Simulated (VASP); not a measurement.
# NbP (I4_1md) in VASP: notebook, part 2 of 2

VASP 6.6.1.

## 3. Relaxation of cell and atoms, PBE

This run uses another cell than the first one, of 15.97 Å³/atom, 0.992 times its volume.

The input, INCAR:

```
SYSTEM = NbP
  PREC = Accurate
  ENCUT = 520
  EDIFF = 1E-7
  ISMEAR = 0
  SIGMA = 0.3
  LREAL = .False.
  LASPH = .True.
  NELM = 80
  ALGO = Normal
  ISIF = 3
  LWAVE = .False.
  LCHARG = .False.
  GGA = PE
  IBRION = 2
  NSW = 80
  EDIFFG = -0.002
```

The input, KPOINTS:

```
Automatic mesh
0
Gamma
  18 18 18
  0 0 0
```

The input, POSCAR:

```
NbP                                     
1.0
   -1.6722641734      1.6722641734      5.7120257789
    1.6722641734     -1.6722641734      5.7120257789
    1.6722641734      1.6722641734     -5.7120257789
  Nb              P             
     2     2
Direct
     0.7500045002229694    0.7500045002229694    0.0000000000000000
     0.5000045002229694    0.0000045002229693    0.5000000000000000
     0.3326240697770278    0.3326240697770278    0.0000000000000000
     0.0826240797770286    0.5826240797770286    0.5000000000000000
```

Potentials or basis: VASP PAW PBE potentials, release 64 (Nb_sv, P).

Run with:

```sh
$ cat potpaw_PBE.64/Nb_sv/POTCAR potpaw_PBE.64/P/POTCAR > POTCAR
$ mpirun -np 1 vasp_std > vasp.out
```

OUTCAR:

```text
SYSTEM = NbP
   PREC = Accurate
   ENCUT = 520
   EDIFF = 1E-7
   ISMEAR = 0
   LREAL = .False.
   LASPH = .True.
   NELM = 80
   ISIF = 3
   GGA = PE
   IBRION = 2
   NSW = 80
   EDIFFG = -0.002

 ion  position               nearest neighbor table
   1  0.750  0.750  0.000-   4 2.54   4 2.54   3 2.55   3 2.55   3 2.55   3 2.55
   2  0.500  0.000  0.500-   3 2.54   3 2.54   4 2.55   4 2.55   4 2.55   4 2.55
   3  0.333  0.333  0.000-   2 2.54   2 2.54   1 2.55   1 2.55   1 2.55   1 2.55
   4  0.083  0.583  0.500-   1 2.54   1 2.54   2 2.55   2 2.55   2 2.55   2 2.55

  LATTYP: Found a body centered tetragonal cell.
 ALAT       =     3.3445283468
 C/A-ratio  =     3.4157436784

  Lattice vectors:

 A1 = (  -1.6722641734,   1.6722641734,   5.7120257789)
 A2 = (   1.6722641734,  -1.6722641734,   5.7120257789)
 A3 = (   1.6722641734,   1.6722641734,  -5.7120257789)

Analysis of symmetry for initial positions (statically):
=====================================================================
 Subroutine PRICEL returns:
 Original cell was already a primitive cell.

 Routine SETGRP: Setting up the symmetry group for a
 body centered tetragonal supercell.

 Subroutine GETGRP returns: Found  8 space group operations
 (whereof  4 operations were pure point group operations)
 out of a pool of 16 trial point group operations.

The static configuration has the point symmetry C_2v.
 The point group associated with its full space group is C_4v.

Analysis of symmetry for dynamics (positions and initial velocities):
=====================================================================
 Subroutine PRICEL returns:
 Original cell was already a primitive cell.

 Routine SETGRP: Setting up the symmetry group for a
 body centered tetragonal supercell.

 Subroutine GETGRP returns: Found  8 space group operations
 (whereof  4 operations were pure point group operations)
 out of a pool of 16 trial point group operations.

The dynamic configuration has the point symmetry C_2v.
 The point group associated with its full space group is C_4v.

 Subroutine INISYM returns: Found  8 space group operations
 (whereof  4 operations are pure point group operations),
 and found     1 'primitive' translations

----------------------------------------------------------------------------------------

                                     Primitive cell

  volume of cell :      63.8940

  direct lattice vectors                    reciprocal lattice vectors
    -1.672264173  1.672264173  5.712025779     0.000000000  0.298995821  0.087534619
     1.672264173 -1.672264173  5.712025779     0.298995821  0.000000000  0.087534619
     1.672264173  1.672264173 -5.712025779     0.298995821  0.298995821  0.000000000

  length of vectors
     6.182246633  6.182246633  6.182246633     0.311545840  0.311545840  0.422843946

  position of ions in fractional coordinates (direct lattice)
     0.750004500  0.750004500  0.000000000
     0.500004500  0.000004500  0.500000000
     0.332624070  0.332624070  0.000000000
     0.082624080  0.582624080  0.500000000

  ion indices of the primitive-cell ions
   primitive index   ion index
                 1           1
                 2           2
                 3           3
                 4           4

----------------------------------------------------------------------------------------

[... 31 lines left out ...]
  0.277778  0.000000 -0.000000      8.000000
[... 16 lines left out ...]
 -0.277778  0.055556  0.000000     16.000000
 -0.222222  0.055556 -0.000000     16.000000
 [... further k-points ...]
   k-points           NKPTS =    480   k-points in BZ     NKDIM =    480   number of bands    NBANDS=     22
   number of dos      NEDOS =    301   number of ions     NIONS =      4
   total plane-waves  NPLWV = 110592
   dimension x,y,z NGX =    48 NGY =   48 NGZ =   48
   dimension x,y,z NGXF=    96 NGYF=   96 NGZF=   96
   ions per type =               2   2
   NGX,Y,Z   is equivalent  to a cutoff of  12.91, 12.91, 12.91 a.u.
   NGXF,Y,Z  is equivalent  to a cutoff of  25.82, 25.82, 25.82 a.u.
 SYSTEM =  NbP
   PREC   = accura    normal or accurate (medium, high low for compatibility)
   ISTART =      0    job   : 0-new  1-cont  2-samecut
   ICHARG =      2    charge: 1-file 2-atom 10-const
   ISPIN  =      1    spin polarized calculation?
   LNONCOLLINEAR =      F non collinear calculations
   LSORBIT =      F    spin-orbit coupling
   LASPH  =      T    aspherical Exc in radial PAW
   ENCUT  =  520.0 eV  38.22 Ry    6.18 a.u.  11.49 11.49 11.49*2*pi/ulx,y,z
   NELM   =     80;   NELMIN=  2; NELMDL= -5     # of ELM steps
   EDIFF  = 0.1E-06   stopping-criterion for ELM
   LREAL  =      F    real-space projection
   EDIFFG = -.2E-02   stopping-criterion for IOM
   NSW    =     80    number of steps for IOM
   IBRION =      2    ionic relax: 0-MD 1-quasi-New 2-CG
   NFREE  =      1    steps in history (QN), initial steepest desc. (CG)
   ISIF   =      3    stress and relaxation
   ISYM   =      2    0-nonsym 1-usesym 2-fastsym
   POTIM  = 0.5000    time-step for ionic-motion
   TEBEG  =    0.0;   TEEND  =   0.0 temperature during run
   PSTRESS=    0.0 pullay stress
   NELECT =      36.0000    total number of electrons
   NUPDOWN=      -1.0000    fix difference up-down
   EMIN   =  10.00;   EMAX   =-10.00  energy-range for DOS
   EFERMI =   0.00;   METHOD = LEGACY
   ISMEAR =     0;   SIGMA  =   0.30  broadening in eV -4-tet -1-fermi 0-gaus
   EFERMI_NEDOS =   21; number of points for ismear=-14 and -15
   IALGO  =     38    algorithm
   IMIX   =      4    mixing-type and parameters
     AMIX     =   0.40;   BMIX     =  1.00
     AMIX_MAG =   1.60;   BMIX_MAG =  1.00
  volume/ion in A,a.u.               =      15.97       107.79
  Fermi-wavevector in a.u.,A,eV,Ry     =   1.352142  2.555178 24.875374  1.828288
  Thomas-Fermi vector in A             =   2.479505
   LORBIT       =      0    0 simple, 1 ext, 2 COOP (PROOUT), +10 PAW based schemes
   GGA     = PE    functional components
   LHFCALC =     F    Hartree Fock is set to
   AEXX    =    0.0000 exact exchange contribution
   IVDW    =     0    specifies the selected vdW correction
   LEPSILON=     F    determine dielectric tensor
   LRPA    =     F    only Hartree local field effects (RPA)
 conjugate gradient relaxation of ions
 non-spin polarized calculation
 Gauss-broadening in eV      SIGMA  =   0.30
  energy-cutoff  :      520.00
  volume of cell :       63.89
 maximum number of plane-waves:      1741
 NGX is ok and might be reduce to    48
   NGX = 23   NGY = 23   NGZ = 23

 number of electron      36.0000000 magnetization

 Free energy of the ion-electron system (eV)
  ---------------------------------------------------
  ext. energy  EPLUGINS =         0.00000000
  ---------------------------------------------------
  free energy    TOTEN  =       -35.33351987 eV

  energy without entropy =      -35.29688635  energy(sigma->0) =      -35.31520311

 E-fermi :  10.6722     XC(G=0): -12.0278

 val. band max:       10.6534160212   @ k =  -0.1667  -0.4444   0.1667
 cond. band min:      10.6781613838   @ k =  -0.0556  -0.4444   0.0556
 fundamental gap:      0.0247453625
 Fermi energy:        10.6722376440

 k-point     1 :       0.0000    0.0000    0.0000
  band No.  band energies     occupation
      1     -44.2528      2.00000
      2     -44.2139      2.00000
      3     -20.5245      2.00000
      4     -20.3166      2.00000
      5     -20.3166      2.00000
      6     -20.1749      2.00000
[... 589 lines left out ...]
     21      12.5140      0.00000
     22      13.4451      0.00000

 [... further k-points ...]

------------------------ aborting loop because EDIFF is reached ----------------------------------------

  FORCE on cell =-STRESS in cart. coord.  units (eV):
  Direction    XX          YY          ZZ          XY          YZ          ZX
  --------------------------------------------------------------------------------------
  -------------------------------------------------------------------------------------
  Total       -0.0028540     -0.0028540     -0.0037779      0.0000000      0.0000000      0.0000000
  in kB       -0.0715648     -0.0715648     -0.0947342      0.0000000      0.0000000      0.0000000
  external PRESSURE =      -0.0792879 kB  Pullay stress =       0.0000000 kB

 VOLUME and BASIS-vectors are now :
 -----------------------------------------------------------------------------
  energy-cutoff  :      520.00
  volume of cell :       63.89
      direct lattice vectors                 reciprocal lattice vectors
    -1.672264173  1.672264173  5.712025779     0.000000000  0.298995821  0.087534619
     1.672264173 -1.672264173  5.712025779     0.298995821  0.000000000  0.087534619
     1.672264173  1.672264173 -5.712025779     0.298995821  0.298995821  0.000000000

 POSITION                                       TOTAL-FORCE (eV/Angst)
 -----------------------------------------------------------------------------------
      0.00000      0.00000      8.56809        -0.000000      0.000000      0.000060
      0.00000      1.67226      0.00005         0.000000     -0.000000      0.000060
      0.00000      0.00000      3.79991        -0.000000      0.000000     -0.000060
      1.67226      0.00000      0.94390         0.000000     -0.000000     -0.000060
 -----------------------------------------------------------------------------------
    total drift:                                0.000000      0.000000      0.000188

  FREE ENERGIE OF THE ION-ELECTRON SYSTEM (eV)
  ---------------------------------------------------
  free  energy   TOTEN  =       -35.3335198749 eV

  energy  without entropy=      -35.2968863469  energy(sigma->0) =      -35.31520311

 reached required accuracy - stopping structural energy minimisation
```

Wall time 21 min (1 thread of Intel Xeon Platinum 8259CL at 2.50GHz (Skylake/Cascade Lake), shared host); peak memory 0.77 GiB.

Results:

| Quantity | Value |
| --- | --- |
| Free energy | -35.3335 eV |
| Pressure after relaxing | 0.0 GPa |
| Band gap on the k mesh | none (metal or under the smearing width) |

Final structure:
```
Nb P
1.0
    -1.67226    1.67226    5.71203
     1.67226   -1.67226    5.71203
     1.67226    1.67226   -5.71203
Nb P
2 2
Direct
  0.75000 0.75000 0.00000
  0.50000 0.00000 0.50000
  0.33262 0.33262 0.00000
  0.08262 0.58262 0.50000
```

Levels at points of the mesh, in eV from the Fermi level:
| k point | band 15 | band 16 | band 17 | band 18 | band 19 | band 20 | band 21 | band 22 |
| --- | --- | --- | --- | --- | --- | --- | --- | --- |
| (0.00, 0.00, 0.00) | -2.14 | -1.71 | -1.37 | -1.37 | 0.82 | 1.60 | 2.68 | 3.16 |
| (0.50, 0.00, 0.00) | -2.33 | -1.87 | -1.52 | -0.11 | 0.07 | 1.32 | 2.47 | 2.65 |
| (0.50, 0.50, 0.00) | -2.85 | -2.85 | -0.44 | -0.44 | 2.98 | 2.98 | 3.08 | 3.08 |
| (0.50, 0.50, 0.50) | -2.68 | -2.68 | -0.54 | -0.54 | 1.19 | 1.19 | 2.33 | 2.33 |

Caveat: the relaxation stopped at its first step, so nothing moved.
